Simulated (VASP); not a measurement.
# Se (P3_121) in VASP: a series of runs

Runs on Se. Level: PBE. Tasks: single point.

All numbers are computed with VASP 6.6.1; they aren't measurements. Logs are shortened: lines on timing, memory, paths and dates and some standing lists are left out, and cuts for length are marked.

### Step 1. The structure

It takes space group P3_121 (No. 152, trigonal). The conventional cell has a = 4.366 Å, b = 4.366 Å, c = 4.954 Å, α = 90.00°, β = 90.00°, γ = 120.00°. Around Se (site symmetry 2) lie 2 Se at 2.37 Å.

### Step 2. Single point, PBE, spin-orbit coupling, no magnetisation

Contents of INCAR:

```
SYSTEM = Se
PREC     = Accurate       ! precision mode
ENCUT    = 280            ! plane-wave cutoff, eV
EDIFF    = 1E-7           ! SCF threshold, eV
ISMEAR   = 0              ! smearing method
SIGMA    = 0.02           ! smearing width, eV
LREAL    = .FALSE.        ! projectors in reciprocal space
LASPH    = .TRUE.         ! aspherical terms in the spheres
NELM     = 100            ! most SCF steps
ALGO     = Normal         ! electronic algorithm
ISIF     = 2              ! what is computed and relaxed
LWAVE    = .FALSE.        ! write WAVECAR
LCHARG   = .FALSE.        ! write CHGCAR
LNONCOLLINEAR= .TRUE.         ! non-collinear magnetism
MAGMOM   = 0 0 0 0 0 0 0 0 0 ! initial moments
LORBIT   = 11             ! projections on sites
LSORBIT  = .TRUE.         ! spin-orbit coupling
GGA_COMPAT= .FALSE.      
GGA      = PE             ! functional
NBANDS   = 34             ! bands
```

Contents of KPOINTS:

```
regular mesh
0
G
  5 5 4
  0 0 0
```

Contents of POSCAR:

```
Se
1.0
    4.3662000000      0.0000000000      0.0000000000
   -2.1831000000      3.7812401180      0.0000000000
    0.0000000000      0.0000000000      4.9536000000
Se
3
Direct
    0.7746000000      0.7746000000      0.0000000000
    0.0000000000      0.2254000000      0.6666666667
    0.2254000000      0.0000000000      0.3333333333
```

Potentials or basis: VASP PAW PBE potentials, release 64 (Se).

On the command line:

```sh
$ cat potpaw_PBE.64/Se/POTCAR > POTCAR
$ mpirun -np 1 vasp_ncl > vasp.out
```

OUTCAR:

```text
SYSTEM = Se
   PREC = Accurate
   ENCUT = 280
   EDIFF = 1E-7
   ISMEAR = 0
   LREAL = .FALSE.
   LASPH = .TRUE.
   NELM = 100
   ISIF = 2
   LNONCOLLINEAR = .TRUE.
   LORBIT = 11
   LSORBIT = .TRUE.
   GGA = PE

 Found     23 irreducible k-points:

 Following reciprocal coordinates:
            Coordinates               Weight
  0.000000  0.000000  0.000000      1.000000
  0.200000 -0.000000  0.000000      6.000000
  0.400000 -0.000000  0.000000      6.000000
  0.200000  0.200000  0.000000      3.000000
 -0.200000 -0.200000  0.000000      3.000000
  0.400000  0.200000  0.000000      3.000000
   k-points           NKPTS =     23   k-points in BZ     NKDIM =     23   number of bands    NBANDS=     34
   number of dos      NEDOS =    301   number of ions     NIONS =      3
   total plane-waves  NPLWV =  16128
   dimension x,y,z NGX =    24 NGY =   24 NGZ =   28
   dimension x,y,z NGXF=    48 NGYF=   48 NGZF=   56
   ions per type =               3
   NGX,Y,Z   is equivalent  to a cutoff of   9.14,  9.14,  9.40 a.u.
   NGXF,Y,Z  is equivalent  to a cutoff of  18.28, 18.28, 18.79 a.u.
 SYSTEM =  Se
   PREC   = accura    normal or accurate (medium, high low for compatibility)
   ISTART =      0    job   : 0-new  1-cont  2-samecut
   ICHARG =      2    charge: 1-file 2-atom 10-const
   ISPIN  =      1    spin polarized calculation?
   LNONCOLLINEAR =      T non collinear calculations
   LSORBIT =      T    spin-orbit coupling
   LASPH  =      T    aspherical Exc in radial PAW
   ENCUT  =  280.0 eV  20.58 Ry    4.54 a.u.   5.96  5.96  6.76*2*pi/ulx,y,z
   NELM   =    100;   NELMIN=  2; NELMDL= -5     # of ELM steps
   EDIFF  = 0.1E-06   stopping-criterion for ELM
   LREAL  =      F    real-space projection
   EDIFFG = 0.1E-05   stopping-criterion for IOM
   NSW    =      0    number of steps for IOM
   IBRION =     -1    ionic relax: 0-MD 1-quasi-New 2-CG
   NFREE  =      0    steps in history (QN), initial steepest desc. (CG)
   ISIF   =      2    stress and relaxation
   ISYM   =      2    0-nonsym 1-usesym 2-fastsym
   POTIM  = 0.5000    time-step for ionic-motion
   TEBEG  =    0.0;   TEEND  =   0.0 temperature during run
   PSTRESS=    0.0 pullay stress
   NELECT =      18.0000    total number of electrons
   NUPDOWN=      -1.0000    fix difference up-down
   EMIN   =  10.00;   EMAX   =-10.00  energy-range for DOS
   EFERMI =   0.00;   METHOD = LEGACY
   ISMEAR =     0;   SIGMA  =   0.02  broadening in eV -4-tet -1-fermi 0-gaus
   EFERMI_NEDOS =   21; number of points for ismear=-14 and -15
   IALGO  =     38    algorithm
   IMIX   =      4    mixing-type and parameters
     AMIX     =   0.40;   BMIX     =  1.00
     AMIX_MAG =   1.60;   BMIX_MAG =  1.00
  volume/ion in A,a.u.               =      27.26       183.96
  Fermi-wavevector in a.u.,A,eV,Ry     =   0.988430  1.867862 13.292817  0.976995
  Thomas-Fermi vector in A             =   2.119956
   LORBIT       =     11    0 simple, 1 ext, 2 COOP (PROOUT), +10 PAW based schemes
   GGA     = PE    functional components
   LHFCALC =     F    Hartree Fock is set to
   AEXX    =    0.0000 exact exchange contribution
   IVDW    =     0    specifies the selected vdW correction
   LEPSILON=     F    determine dielectric tensor
   LRPA    =     F    only Hartree local field effects (RPA)
 Gauss-broadening in eV      SIGMA  =   0.02
  energy-cutoff  :      280.00
  volume of cell :       81.78
 maximum number of plane-waves:      1780
   NGX = 11   NGY = 11   NGZ = 13

 number of electron      18.0000011 magnetization       0.0000000      0.0000000     -0.0000000

 number of electron      18.0000011 magnetization      -0.0000000     -0.0000000      0.0000000

 number of electron      18.0000011 magnetization       0.0000000      0.0000000      0.0000000

 number of electron      18.0000011 magnetization      -0.0000000     -0.0000000     -0.0000000

 Free energy of the ion-electron system (eV)
  ---------------------------------------------------
  ext. energy  EPLUGINS =         0.00000000
  ---------------------------------------------------
  free energy    TOTEN  =       -10.53229295 eV

  energy without entropy =      -10.53229295  energy(sigma->0) =      -10.53229295

 E-fermi :   2.8208     XC(G=0):  -8.8415

 val. band max:        2.6734000581   @ k =   0.4000   0.2000   0.5000
 cond. band min:       3.8586979552   @ k =   0.0000   0.0000   0.5000
 fundamental gap:      1.1852978971
 Fermi energy:         2.8207978536

 k-point     1 :       0.0000    0.0000    0.0000
  band No.  band energies     occupation
      1     -13.1703      1.00000
      2     -13.1703      1.00000
      3      -9.0479      1.00000
      4      -9.0479      1.00000
      5      -9.0467      1.00000
      6      -9.0467      1.00000
[... 22 lines left out ...]
     29       9.1638      0.00000
     30       9.1638      0.00000

 k-point     2 :       0.2000   -0.0000    0.0000
  band No.  band energies     occupation
      1     -13.0230      1.00000
      2     -13.0228      1.00000
      3      -9.1876      1.00000
      4      -9.1850      1.00000
      5      -9.0341      1.00000
      6      -9.0326      1.00000
[... 124 lines left out ...]
 k-point     6 :       0.4000    0.2000    0.0000
  band No.  band energies     occupation
      1     -12.6483      1.00000
      2     -12.6482      1.00000
      3      -9.4555      1.00000
      4      -9.4539      1.00000
      5      -9.1546      1.00000
      6      -9.1531      1.00000
[... 22 lines left out ...]
     29      11.1589      0.00000
     30      11.1633      0.00000

 [... further k-points ...]

 [bands above 30 left out]

------------------------ aborting loop because EDIFF is reached ----------------------------------------

  FORCE on cell =-STRESS in cart. coord.  units (eV):
  Direction    XX          YY          ZZ          XY          YZ          ZX
  --------------------------------------------------------------------------------------
  -------------------------------------------------------------------------------------
  Total        1.1923240      1.1923240      2.1677564      0.0000000     -0.0000000     -0.0000000
  in kB       23.3585600     23.3585600     42.4680428      0.0000000     -0.0000000     -0.0000000
  external PRESSURE =      29.7283876 kB  Pullay stress =       0.0000000 kB

 VOLUME and BASIS-vectors are now :
 -----------------------------------------------------------------------------
  energy-cutoff  :      280.00
  volume of cell :       81.78
      direct lattice vectors                 reciprocal lattice vectors
     4.366200000  0.000000000  0.000000000     0.229032110  0.132231751  0.000000000
    -2.183100000  3.781240118  0.000000000     0.000000000  0.264463501  0.000000000
     0.000000000  0.000000000  4.953600000     0.000000000  0.000000000  0.201873385

 POSITION                                       TOTAL-FORCE (eV/Angst)
 -----------------------------------------------------------------------------------
      1.69103      2.92895      0.00000        -0.227826     -0.394607     -0.000000
     -0.49207      0.85229      3.30240        -0.227826      0.394607     -0.000000
      0.98414      0.00000      1.65120         0.455653     -0.000000      0.000000
 -----------------------------------------------------------------------------------
    total drift:                                0.000004      0.000007      0.000000

  FREE ENERGIE OF THE ION-ELECTRON SYSTEM (eV)
  ---------------------------------------------------
  free  energy   TOTEN  =       -10.5322929455 eV

  energy  without entropy=      -10.5322929455  energy(sigma->0) =      -10.53229295

 Spin-Orbit-Coupling matrix elements

 Ion:    1  E_soc:     -0.0446230
 l=   1
     0.0000000    -0.0071902    -0.0074921
    -0.0071902     0.0000000    -0.0076305
    -0.0074921    -0.0076305     0.0000000
 l=   2
     0.0000000     0.0000016     0.0000000     0.0000001     0.0000027
     0.0000016     0.0000000    -0.0000029    -0.0000008     0.0000016
     0.0000000    -0.0000029     0.0000000    -0.0000010     0.0000000
     0.0000001    -0.0000008    -0.0000010     0.0000000     0.0000001
     0.0000027     0.0000016     0.0000000     0.0000001     0.0000000
 l=   3
     0.0000000     0.0000000     0.0000000     0.0000000     0.0000000     0.0000000     0.0000000
     0.0000000     0.0000000     0.0000000     0.0000000     0.0000000     0.0000000     0.0000000
     0.0000000     0.0000000     0.0000000     0.0000000     0.0000000     0.0000000     0.0000000
     0.0000000     0.0000000     0.0000000     0.0000000     0.0000000     0.0000000     0.0000000
     0.0000000     0.0000000     0.0000000     0.0000000     0.0000000     0.0000000     0.0000000
     0.0000000     0.0000000     0.0000000     0.0000000     0.0000000     0.0000000     0.0000000
     0.0000000     0.0000000     0.0000000     0.0000000     0.0000000     0.0000000     0.0000000

 Ion:    2  E_soc:     -0.0446230
 l=   1
     0.0000000    -0.0071902    -0.0074921
    -0.0071902     0.0000000    -0.0076305
    -0.0074921    -0.0076305     0.0000000
 l=   2
     0.0000000     0.0000016     0.0000000     0.0000001     0.0000027
     0.0000016     0.0000000    -0.0000029    -0.0000008     0.0000016
     0.0000000    -0.0000029     0.0000000    -0.0000010     0.0000000
     0.0000001    -0.0000008    -0.0000010     0.0000000     0.0000001
     0.0000027     0.0000016     0.0000000     0.0000001     0.0000000
 l=   3
     0.0000000     0.0000000     0.0000000     0.0000000     0.0000000     0.0000000     0.0000000
     0.0000000     0.0000000     0.0000000     0.0000000     0.0000000     0.0000000     0.0000000
     0.0000000     0.0000000     0.0000000     0.0000000     0.0000000     0.0000000     0.0000000
     0.0000000     0.0000000     0.0000000     0.0000000     0.0000000     0.0000000     0.0000000
     0.0000000     0.0000000     0.0000000     0.0000000     0.0000000     0.0000000     0.0000000
     0.0000000     0.0000000     0.0000000     0.0000000     0.0000000     0.0000000     0.0000000
     0.0000000     0.0000000     0.0000000     0.0000000     0.0000000     0.0000000     0.0000000

 Ion:    3  E_soc:     -0.0446230
 l=   1
     0.0000000    -0.0078506    -0.0074921
    -0.0078506     0.0000000    -0.0069701
    -0.0074921    -0.0069701     0.0000000
 l=   2
     0.0000000    -0.0000006     0.0000000     0.0000023     0.0000027
    -0.0000006     0.0000000    -0.0000001    -0.0000008    -0.0000007
     0.0000000    -0.0000001     0.0000000    -0.0000039     0.0000000
     0.0000023    -0.0000008    -0.0000039     0.0000000     0.0000023
     0.0000027    -0.0000007     0.0000000     0.0000023     0.0000000
 l=   3
     0.0000000     0.0000000     0.0000000     0.0000000     0.0000000     0.0000000     0.0000000
     0.0000000     0.0000000     0.0000000     0.0000000     0.0000000     0.0000000     0.0000000
     0.0000000     0.0000000     0.0000000     0.0000000     0.0000000     0.0000000     0.0000000
     0.0000000     0.0000000     0.0000000     0.0000000     0.0000000     0.0000000     0.0000000
     0.0000000     0.0000000     0.0000000     0.0000000     0.0000000     0.0000000     0.0000000
     0.0000000     0.0000000     0.0000000     0.0000000     0.0000000     0.0000000     0.0000000
     0.0000000     0.0000000     0.0000000     0.0000000     0.0000000     0.0000000     0.0000000

 total charge

# of ion       s       p       d       tot
------------------------------------------
    1        1.512   2.183   0.058   3.753
    2        1.512   2.183   0.058   3.753
    3        1.512   2.183   0.058   3.753
--------------------------------------------------
tot          4.537   6.548   0.175  11.259

 magnetization (x)

# of ion       s       p       d       tot
------------------------------------------
    1        0.000   0.000   0.000   0.000
    2        0.000   0.000   0.000   0.000
    3       -0.000  -0.000  -0.000  -0.000
--------------------------------------------------
tot          0.000  -0.000  -0.000  -0.000

 magnetization (y)

# of ion       s       p       d       tot
------------------------------------------
    1        0.000   0.000   0.000   0.000
    2       -0.000  -0.000  -0.000  -0.000
    3        0.000   0.000  -0.000   0.000
--------------------------------------------------
tot          0.000   0.000   0.000   0.000

 magnetization (z)

# of ion       s       p       d       tot
------------------------------------------
    1        0.000   0.000   0.000   0.000
    2        0.000   0.000  -0.000   0.000
    3        0.000   0.000   0.000   0.000
--------------------------------------------------
tot          0.000   0.000  -0.000   0.000
```

It took 63 s on 1 thread of Intel Xeon Platinum 8259CL at 2.50GHz (Skylake/Cascade Lake), shared host; peak memory 0.22 GiB.

These settings aren't checked as converged: the numbers below hold their error.

What came out:

```yaml
Free_energy: -10.5323 eV
Pressure: 3.0 GPa
Largest_force: 0.456 eV/Å
Valence_electrons_inside_the_program's_atomic_spheres: Se 3.75
```

### Step 3. Single point, PBE, spin-orbit coupling, no magnetisation

INCAR, as its differences from that of step 2:

```diff
@@ -2,3 +2,3 @@
 PREC     = Accurate       ! precision mode
-ENCUT    = 280            ! plane-wave cutoff, eV
+ENCUT    = 520            ! plane-wave cutoff, eV
 EDIFF    = 1E-7           ! SCF threshold, eV
```

Contents of KPOINTS:

```
regular mesh
0
G
  4 4 3
  0 0 0
```

POSCAR is that of step 2.

Potentials or basis: VASP PAW PBE potentials, release 64 (Se).

On the command line:

```sh
$ cat potpaw_PBE.64/Se/POTCAR > POTCAR
$ mpirun -np 1 vasp_ncl > vasp.out
```

Run time: 97 s. Hardware: 1 thread of Intel Xeon Platinum 8259CL at 2.50GHz (Skylake/Cascade Lake), shared host; peak memory 0.36 GiB.

The run converged, but some of its settings lie outside the range that counts as converged, so its numbers aren't taken as properties of the crystal.

What came out:

* Free energy: -10.5388 eV
* Pressure: 3.0 GPa
* Largest force: 0.427 eV/Å
* Valence electrons inside the program's atomic spheres: Se 3.75

Caveat: the k mesh is coarse (spacing up to 0.42 Å⁻¹), so the values aren't converged.

### Step 4. Single point, PBE, spin-orbit coupling, no magnetisation

INCAR, as its differences from that of step 3:

```diff
@@ -2,3 +2,3 @@
 PREC     = Accurate       ! precision mode
-ENCUT    = 520            ! plane-wave cutoff, eV
+ENCUT    = 650            ! plane-wave cutoff, eV
 EDIFF    = 1E-7           ! SCF threshold, eV
```

KPOINTS is that of step 3.

POSCAR is that of step 3.

On the command line:

```sh
$ cat potpaw_PBE.64/Se/POTCAR > POTCAR
$ mpirun -np 1 vasp_ncl > vasp.out
```

It took 2.4 min on 1 thread of Intel Xeon Platinum 8259CL at 2.50GHz (Skylake/Cascade Lake), shared host; peak memory 0.44 GiB.

These settings aren't checked as converged: the numbers below hold their error.

Results:

- Free energy: -10.5391 eV
- Pressure: 3.0 GPa
- Largest force: 0.427 eV/Å
- Valence electrons inside the program's atomic spheres: Se 3.75

Caveat: the k mesh is coarse (spacing up to 0.42 Å⁻¹), so the values aren't converged.

### Step 5. The reference run

An earlier run on the cell as given: functional PBEsol; potentials or basis VASP PAW PBE potentials, release 64 (Se); cutoff 520 eV; k mesh 7 × 7 × 6; occupations fermi-dirac, width 0.05 eV; no spin polarisation.

* Pressure: 0.4 GPa
* Largest force: 0.333 eV/Å
* Band gap on the k mesh: 1.14 eV, indirect (least direct gap 1.43 eV)
